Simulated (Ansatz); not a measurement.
Runs of Ansatz 0.2.0 on FeO. The structure is tetragonal, space group I4/mmm (No. 139). The conventional cell has a = 3.204 Å, b = 3.204 Å, c = 4.167 Å, α = 90.00°, β = 90.00°, γ = 90.00°. Fe (site symmetry 4/mmm) has 6 O at 2.08 to 2.27 Å as nearest neighbours. O (site symmetry 4/mmm) has 6 Fe at 2.08 to 2.27 Å as nearest neighbours. The cell comes from a database or a generator and needn't be the stable form of this composition.

| task | level | k mesh | cutoff (eV) | points for each segment of the path | q mesh | mesh quality | gap on the mesh (eV) | pressure (GPa) | moment (μB) |
| --- | --- | --- | --- | --- | --- | --- | --- | --- | --- |
| band structure | HSEsol | 6 × 6 × 6 | 420 | 4 | - | coarse | 1.06 | - | 4.00 |
| band structure | r2SCAN | 12 × 12 × 12 | 500 | 14 | - | not flagged | none | (a) | 4.00 |
| band structure | PBEsol | 12 × 12 × 12 | 420 | 14 | - | not flagged | none | -16.1 | 4.00 |
| phonons | PBEsol | 10 × 10 × 10 | 420 | 8 | 2 × 2 × 2 | not flagged | none | - | 4.00 |
| band structure | LDA | 12 × 12 × 12 | 420 | 14 | - | not flagged | none | -22.5 | 4.00 |

Alike in all rows: potentials or basis Ansatz PAW; spin collinear, ferromagnetic start; cell as given; smearing fermi-dirac 0.05 eV.

**Question.** Estimate the missing entries.

**Answer.** (a) -12.2.

Caveats: some runs use coarse meshes; a cell with one magnetic atom can't hold antiferromagnetic order, which such compounds often take; the PAW data sets come from PBE, with cores solved anew for the run's functional, which leaves a small shift of forces and pressure; semilocal functionals often make such compounds metallic where correlation or magnetic order opens a gap, which also shifts bond lengths (some runs); the magnetic or orbital state may not be the lowest (some runs); some modes are imaginary (some runs).

A k mesh can miss the band edges.

A gap of «none» marks a metal or a gap under the smearing width.

Not every run made on this cell is shown here.
